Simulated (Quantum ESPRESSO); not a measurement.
# LiCl (Fm-3m) in Quantum ESPRESSO: further runs, part 2 of 5

Quantum ESPRESSO 7.5.

### 3 Phonons, PBE

pw.in reads:

```
&CONTROL
  calculation = 'scf'
  prefix = 'pwscf'
  outdir = './tmp'
  pseudo_dir = './pseudo'
  tprnfor = .true.
  tstress = .true.
  disk_io = 'low'
/
&SYSTEM
  ibrav = 0
  nat = 2
  ntyp = 2
  ecutwfc = 67
  nbnd = 10
  occupations = 'smearing'
  smearing = 'fd'
  degauss = 0.00367493
/
&ELECTRONS
  conv_thr = 4d-10
  electron_maxstep = 120
  mixing_beta = 0.5
/
ATOMIC_SPECIES
Cl    35.4500 17_Cl_7_1.9_1.9_pbe_n_v1.0.upf
Li     6.9400 03_Li_3_1.6_1.6_pbe_v1.0.upf
CELL_PARAMETERS bohr
   0.0000000000    4.8467128727    4.8467128727
   4.8467128727    0.0000000000    4.8467128727
   4.8467128727    4.8467128727    0.0000000000
ATOMIC_POSITIONS bohr
Cl     4.8467128727    4.8467128727    4.8467128727
Li     0.0000000000    0.0000000000    0.0000000000
K_POINTS automatic
6 6 6 1 1 1
```

scf2.in reads:

```
&CONTROL
  calculation = 'scf'
  prefix = 'pwscf'
  outdir = './tmp'
  pseudo_dir = './pseudo'
  tprnfor = .true.
  tstress = .true.
  disk_io = 'low'
/
&SYSTEM
  ibrav = 0
  nat = 2
  ntyp = 2
  ecutwfc = 67
  nbnd = 10
  occupations = 'fixed'
/
&ELECTRONS
  conv_thr = 1d-13
  electron_maxstep = 120
  mixing_beta = 0.5
  startingpot = 'file'
  startingwfc = 'file'
/
ATOMIC_SPECIES
Cl    35.4500 17_Cl_7_1.9_1.9_pbe_n_v1.0.upf
Li     6.9400 03_Li_3_1.6_1.6_pbe_v1.0.upf
CELL_PARAMETERS bohr
   0.0000000000    4.8467128727    4.8467128727
   4.8467128727    0.0000000000    4.8467128727
   4.8467128727    4.8467128727    0.0000000000
ATOMIC_POSITIONS bohr
Cl     4.8467128727    4.8467128727    4.8467128727
Li     0.0000000000    0.0000000000    0.0000000000
K_POINTS automatic
6 6 6 1 1 1
```

ph.in reads:

```
phonons of LiCl
&INPUTPH
  prefix = 'pwscf'
  outdir = './tmp'
  tr2_ph = 1d-18
  fildyn = 'dyn'
  niter_ph = 90
  alpha_mix(1) = 0.7
  epsil = .true.
/
0.0000000000 0.0000000000 0.0000000000
```

dynmat.in reads:

```
&INPUT
  fildyn = 'dyn'
  asr = 'crystal'
  lperm = .true.
  filout = 'dynmat.disp'
  fileig = 'dynmat.eig'
/
```

dynmat_lo.in reads:

```
&INPUT
  fildyn = 'dyn'
  asr = 'crystal'
  filout = 'dynmat_lo.disp'
  fileig = 'dynmat_lo.eig'
  q(1) = 0
  q(2) = 0
  q(3) = 1
/
```

Potentials or basis: SPMS 1.0 PBE.

Launch:

```sh
$ OMP_NUM_THREADS=1 pw.x -in pw.in > pw.out
$ OMP_NUM_THREADS=1 pw.x -in scf2.in > scf2.out
$ OMP_NUM_THREADS=1 ph.x -in ph.in > ph.out
$ OMP_NUM_THREADS=1 dynmat.x -in dynmat.in > dynmat.out
$ OMP_NUM_THREADS=1 dynmat.x -in dynmat_lo.in > dynmat_lo.out
```

pw.out:

```text
This program is part of the open-source Quantum ESPRESSO suite
     for quantum simulation of materials; please cite
[... 9 lines left out ...]
     --------------------
     sticks:   dense  smooth     PW     G-vecs:    dense   smooth      PW
     Sum         859     859    265                16865    16865    2891

     Using Slab Decomposition

     bravais-lattice index     =            0
     lattice parameter (alat)  =       6.8543  a.u.
     unit-cell volume          =     227.7046 (a.u.)^3
     number of atoms/cell      =            2
     number of atomic types    =            2
     number of electrons       =        10.00
     number of Kohn-Sham states=           10
     kinetic-energy cutoff     =      67.0000  Ry
     charge density cutoff     =     268.0000  Ry
     scf convergence threshold =      4.0E-10
     mixing beta               =       0.5000
     number of iterations used =            8  plain     mixing
     Exchange-correlation= PBE
                           (   1   4   3   4   0   0   0)

     celldm(1)=   6.854287  celldm(2)=   0.000000  celldm(3)=   0.000000
     celldm(4)=   0.000000  celldm(5)=   0.000000  celldm(6)=   0.000000

[... 8 lines left out ...]
               b(3) = (  0.707107  0.707107 -0.707107 )

     PseudoPot. # 1 for Cl read from file:
     17_Cl_7_1.9_1.9_pbe_n_v1.0.upf
     Pseudo is Norm-conserving + core correction, Zval =  7.0
     Generated using ONCVPSP code by D. R. Hamann
     Using radial grid of 1030 points,  6 beta functions with:
                l(1) =   0
                l(2) =   0
                l(3) =   1
                l(4) =   1
                l(5) =   2
                l(6) =   2

     PseudoPot. # 2 for Li read from file:
     03_Li_3_1.6_1.6_pbe_v1.0.upf
     Pseudo is Norm-conserving, Zval =  3.0
     Generated using ONCVPSP code by D. R. Hamann
     Using radial grid of 1938 points,  4 beta functions with:
                l(1) =   0
                l(2) =   0
                l(3) =   1
                l(4) =   1

     atomic species   valence    mass     pseudopotential
     Cl                7.00    35.45000     Cl( 1.00)
     Li                3.00     6.94000     Li( 1.00)

     48 Sym. Ops., with inversion, found

   Cartesian axes

     site n.     atom                  positions (alat units)
         1        Cl     tau(   1) = (   0.7071068   0.7071068   0.7071068  )
         2        Li     tau(   2) = (   0.0000000   0.0000000   0.0000000  )

     number of k points=    28  Fermi-Dirac smearing, width (Ry)=  0.0037
                       cart. coord. in units 2pi/alat
        k(    1) = (   0.0589256   0.0589256   0.0589256), wk =   0.0185185
        k(    2) = (   0.1767767   0.1767767  -0.0589256), wk =   0.0555556
        k(    3) = (   0.2946278   0.2946278  -0.1767767), wk =   0.0555556
        k(    4) = (  -0.2946278  -0.2946278   0.4124790), wk =   0.0555556
        k(    5) = (  -0.1767767  -0.1767767   0.2946278), wk =   0.0555556
        k(    6) = (  -0.0589256  -0.0589256   0.1767767), wk =   0.0555556
[... 20 lines left out ...]
        k(   27) = (   0.2946278   0.2946278   0.2946278), wk =   0.0185185
        k(   28) = (  -0.2946278  -0.2946278   0.8838835), wk =   0.0555556

     Dense  grid:    16865 G-vectors     FFT dimensions: (  36,  36,  36)

     Initial potential from superposition of free atoms

     starting charge       9.9954, renormalised to      10.0000
     Starting wfcs are    6 randomized atomic wfcs +    4 random wfcs

     Self-consistent Calculation

     iteration #  1     ecut=    67.00 Ry     beta= 0.50
     Davidson diagonalization with overlap
     ethr =  1.00E-02,  avg # of iterations =  6.4

     Threshold (ethr) on eigenvalues was too large:
     Diagonalizing with lowered threshold

     Davidson diagonalization with overlap
     ethr =  2.14E-04,  avg # of iterations =  2.7

     total energy              =     -47.16144269 Ry
     estimated scf accuracy    <       0.02093544 Ry

     iteration #  2     ecut=    67.00 Ry     beta= 0.50
     Davidson diagonalization with overlap
     ethr =  2.09E-04,  avg # of iterations =  1.9
[... 36 lines left out ...]
     total energy              =     -47.16533476 Ry
     estimated scf accuracy    <          7.0E-10 Ry

     iteration #  8     ecut=    67.00 Ry     beta= 0.50
     Davidson diagonalization with overlap
     ethr =  6.99E-12,  avg # of iterations =  2.0

     End of self-consistent calculation

          k = 0.0589 0.0589 0.0589 (  2097 PWs)   bands (ev):

   -41.7980 -11.6888   1.4217   1.6527   1.6527   8.2331  13.0502  13.5005
    13.5006  14.9036

          k = 0.1768 0.1768-0.0589 (  2101 PWs)   bands (ev):

   -41.7972 -11.5233   0.5357   1.3463   1.6469   9.0070  12.1764  12.6673
    12.8670  14.2895
[... 63 lines left out ...]
   -41.7954 -11.1382  -0.8771   0.8688   1.3030   9.2684  11.0448  11.7610
    13.5483  16.7071

          k =-0.6482 0.0589 0.0589 (  2109 PWs)   bands (ev):

   -41.7947 -10.9283  -1.1267   0.4867   0.6216   9.6109  10.1333  13.7823
    15.1536  15.7068

          k =-0.5303 0.1768-0.0589 (  2110 PWs)   bands (ev):

   -41.7951 -11.0352  -0.7523   0.3953   0.8348  10.1073  10.9565  12.0231
    13.8361  15.6956

          k =-0.4125 0.0589 0.0589 (  2097 PWs)   bands (ev):

   -41.7959 -11.2392  -0.2460   0.9206   0.9695  10.2635  10.9095  11.4743
    14.0253  14.6759

          k = 0.1768 0.1768 0.1768 (  2100 PWs)   bands (ev):
[... 41 lines left out ...]
   -41.7957 -11.1975  -0.9849   1.4314   1.4314   8.5062  11.2471  11.2471
    14.2372  17.6735

          k =-0.2946-0.2946 0.8839 (  2109 PWs)   bands (ev):

   -41.7952 -11.0871  -0.9519   0.6619   1.2712   9.3360  11.1378  11.6671
    13.7854  17.6286

     the Fermi energy is     3.0556 ev

!    total energy              =     -47.16533476 Ry
     estimated scf accuracy    <          3.4E-11 Ry
     smearing contrib. (-TS)   =      -0.00000000 Ry
     internal energy E=F+TS    =     -47.16533476 Ry

     The total energy is F=E-TS. E is the sum of the following terms:
     one-electron contribution =     -10.16840744 Ry
     hartree contribution      =       7.36265571 Ry
     xc contribution           =     -12.20471955 Ry
     ewald contribution        =     -32.15486348 Ry

     convergence has been achieved in   8 iterations

     Forces acting on atoms (cartesian axes, Ry/au):

     atom    1 type  1   force =     0.00000000    0.00000000   -0.00000000
     atom    2 type  2   force =     0.00000000    0.00000000   -0.00000000

     Total force =     0.000000     Total SCF correction =     0.000000

     Computing stress (Cartesian axis) and pressure

          total   stress  (Ry/bohr**3)                   (kbar)     P=        3.95
   0.00002684   0.00000000  -0.00000000            3.95        0.00       -0.00
   0.00000000   0.00002684  -0.00000000            0.00        3.95       -0.00
  -0.00000000  -0.00000000   0.00002684           -0.00       -0.00        3.95

=------------------------------------------------------------------------------=
   JOB DONE.
=------------------------------------------------------------------------------=
```

ph.out:

```text
This program is part of the open-source Quantum ESPRESSO suite
     for quantum simulation of materials; please cite
         "P. Giannozzi et al., J. Phys.:Condens. Matter 21 395502 (2009);
         "P. Giannozzi et al., J. Phys.:Condens. Matter 29 465901 (2017);
         "P. Giannozzi et al., J. Chem. Phys. 152 154105 (2020);
     in publications or presentations arising from this work. More details at

[... 307 lines left out ...]

     INITIALIZATION:

     DIELECTRIC CONSTANT AND EFFECTIVE CHARGES:

     DYNAMICAL MATRIX:

      Additional routines

=------------------------------------------------------------------------------=
   JOB DONE.
=------------------------------------------------------------------------------=
```

It took 2.5 min on 1 thread of Arm Neoverse V1, shared host; peak memory 0.05 GiB.

Results:

```
Free energy                                             : -641.7171 eV
Pressure after relaxing                                 : 0.4 GPa
Electronic dielectric tensor (diagonal)                 : 2.96
Born charges (mean of the diagonal)                     : Cl -1.19; Li +1.19 e
Highest phonon frequency at Γ, LO-TO splitting left out : 178 cm⁻¹
Static dielectric tensor (diagonal)                     : 14.10
```

Levels at points of the mesh, in eV from the valence-band top:
| k point | band 2 | band 3 | band 4 | band 5 | band 6 | band 7 | band 8 | band 9 |
| --- | --- | --- | --- | --- | --- | --- | --- | --- |
| (0.08, 0.08, 0.08) | -13.34 | -0.23 | 0.00 | 0.00 | 6.58 | 11.40 | 11.85 | 11.85 |

Phonon frequencies in cm⁻¹ (negative: imaginary):
```tsv
q point	frequencies
(0.000, 0.000, 0.000)	-9 -9 -9 178 178 178
```

Electronic dielectric tensor:
```
2.96 0.00 0.00
0.00 2.96 0.00
0.00 0.00 2.96
```

Born effective charge tensors (e):
atom 1, Cl
```
-1.19  0.00  0.00
 0.00 -1.19  0.00
 0.00  0.00 -1.19
```
atom 2, Li
```
1.19 0.00 0.00
0.00 1.19 0.00
0.00 0.00 1.19
```

Optical modes at Γ, degenerate ones joined, polar ones without the macroscopic field:
```tsv
cm⁻¹	components	symmetry	active in	IR intensity, summed ((D/Å)²/amu)
178	3	T1u	IR	16.77
```

Zone-centre frequencies without and with the macroscopic field along z (cm⁻¹):
```csv
,optical modes in rising order
without,178 178 178
with the field,178 178 388
```

Static dielectric tensor, electrons and zone-centre modes:
```
14.10  0.00  0.00
 0.00 14.10  0.00
 0.00  0.00 14.10
```

[end of part 2 of 5]
